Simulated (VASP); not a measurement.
Crystal: AlN.

```
Al N
1.0
     3.31212    0.00000    0.00000
    -1.65606    2.86838    0.00000
     0.00000    0.00000    4.18756
Al N
2 2
Direct
  0.33333 0.66667 0.75000
  0.66667 0.33333 0.25000
  0.33333 0.66667 0.25000
  0.66667 0.33333 0.75000
```

Measurements of this composition are mostly on another form, of space group No. 186.

| Property | Result |
| --- | --- |
| Program | VASP 6.6.1 |
| Task | relaxation of cell and atoms |
| Functional | PBEsol |
| Potentials or basis | VASP PAW PBE potentials, release 64 (Al, N) |
| Cutoff | 600 eV |
| k mesh | 9 × 9 × 6 |
| Occupations | gaussian, width 0.02 eV |
| Spin | no spin polarisation |

At the start: pressure -3.7 GPa; volume 9.95 Å³/atom.

How do energy, volume and symmetry change on relaxing?

Over 8 steps the energy falls by 2.3 meV/atom and the volume is 9.76 Å³/atom (-1.8 %); space group P6_3/mmc (No. 194, to 0.05 Å).

Step by step:
```
step  energy change (eV)  largest force (eV/Å)  pressure (GPa)  volume (Å³)
   1              0.0000                0.0000           -3.71        39.78
   2             -0.0021                0.0000            3.49        38.47
   3             -0.0084                0.0000            0.05        39.08
   4             -0.0084                0.0000            0.13        39.06
   5             -0.0090                0.0000            0.11        39.05
   6             -0.0091                0.0000            0.10        39.04
   7             -0.0091                0.0000           -0.11        39.07
   8             -0.0091                0.0000            0.00        39.05
```

Final structure:
```xyz
4
Lattice="3.3009 0.0000 0.0000 -1.6504 2.8586 0.0000 0.0000 0.0000 4.1387" Properties=species:S:1:pos:R:3 pbc="T T T"
Al    0.0000    1.9058    3.1040
Al    1.6504    0.9529    1.0347
N     0.0000    1.9058    1.0347
N     1.6504    0.9529    3.1040
```

Caveat: the PAW data sets were made with another functional, which shifts forces and pressure a little.
